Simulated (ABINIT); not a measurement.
Be:

```
CELL_PARAMETERS angstrom
-1.25312 1.25312 1.25312
1.25312 -1.25312 1.25312
1.25312 1.25312 -1.25312
ATOMIC_POSITIONS crystal
Be 0.00000 0.00000 0.00000
```

This isn't the form of Be at room conditions, which is hcp.

- Program: ABINIT 10.8.3 (patched build)
- Task: single point
- Functional: PBE
- Potentials or basis: JTH PAW PBE v2.0
- Cutoff: 408 eV
- k mesh: 15 × 15 × 15
- Occupations: fermi-dirac, width 0.05 eV
- Spin: no spin polarisation

On this cell: band gap on the k mesh none (metal or under the smearing width).

The same run follows on a disturbed copy (cell strained at random at fixed volume):

```
CELL_PARAMETERS angstrom
-1.26090 1.21568 1.26380
1.26073 -1.23085 1.27880
1.26541 1.23536 -1.27896
ATOMIC_POSITIONS crystal
Be 0.00279 0.99550 0.99282
```

What does the disturbed cell give?

The energy (extrapolated to zero smearing) moves by +3.6 meV/atom; band gap on the k mesh none (metal or under the smearing width).
